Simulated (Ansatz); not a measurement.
## MgS: strain energy, fitted

MgS, P6_3mc, a = 4.029 Å, c = 6.415 Å. This isn't the usual stable structure of the compound. Ansatz: PBEsol, PAW, 420 eV, Γ-centred 6×6×4 mesh on 4 atoms, Gaussian smearing 0.02 eV; no spin polarisation. Series: biaxial strain in the a-b plane, c and atoms relaxed; x is the strain in per cent. y is the free energy over the unstrained cell, V0 = 22.544 Å³/atom.

| x (%) | y (meV/atom) |
| --- | --- |
| -4.5 | ? |
| -3.0 | 11.39 |
| -1.5 | 2.71 |
| 0.0 | 0.00 |
| 1.5 | 2.64 |
| 3.0 | 9.78 |
| 4.5 | 19.63 |

Task: Fit y = c2 x² + c3 x³ to the other rows, turn c2 into a modulus, and predict the missing energy.

Result: Least squares on the rows shown. y = 1.1571 x² − 0.039865 x³. In eV per unit strain² c2 is 11.57; M is the biaxial modulus (E = M V0 ε²): 11.57 × 160.2 / (22.544) = 82 GPa. With a term in x⁴ added, the coefficient of x² becomes 1.229, 6 % more, which shows how far this figure hangs on the form. At x = -4.5 the fit asked for gives 27.06 meV/atom. The run gave 26.58 meV/atom, so the fit is 0.48 meV/atom too high, 1.8 % of the span of the series, against an rms of 0.23 meV/atom on the fitted rows. The row lies outside the fitted range. With a term in x⁴ added, a fit to the same known rows predicts 25.10 meV/atom, which misses by about as much or more on the other side: the known rows don't fix the higher terms.